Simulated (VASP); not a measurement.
Input of a VASP 6.6.1 run:

File INCAR:

```
PREC     = Accurate       # precision mode
ENCUT    = 650            # plane-wave cutoff, eV
EDIFF    = 1E-7           # SCF threshold, eV
ISMEAR   = 0              # smearing method
SIGMA    = 0.05           # smearing width, eV
LREAL    = False          # projectors in reciprocal space
LASPH    = True           # aspherical terms in the spheres
NELM     = 120            # most SCF steps
ALGO     = Normal         # electronic algorithm
ISIF     = 2              # what is computed and relaxed
LWAVE    = False          # write WAVECAR
LCHARG   = False          # write CHGCAR
GGA      = PE             # functional
NBANDS   = 68             # bands
```

The input KPOINTS:

```
Automatic mesh
0
Gamma
  13 13 13
```

The input POSCAR:

```
Si
1.0
    0.0000000000      2.7218511865      2.7218511865
    2.7218511865      0.0000000000      2.7218511865
    2.7218511865      2.7218511865      0.0000000000
Si
2
Direct
    0.5000000000      0.5000000000      0.5000000000
    0.7500000000      0.7500000000      0.7500000000
```

Potentials or basis: VASP PAW PBE potentials, release 64 (Si).

Command:

```sh
$ cat potpaw_PBE.64/Si/POTCAR > POTCAR
$ mpirun -np 1 vasp_std > vasp.out
```

Problem. What does it give for the band gap on the k mesh?

Solution. 0.61 eV, indirect (least direct gap 2.56 eV).

Problem. What does it give for the pressure?

Solution. 1.3 GPa.

Caveat: an odd mesh through Γ misses points on the zone boundary, where band edges often lie.
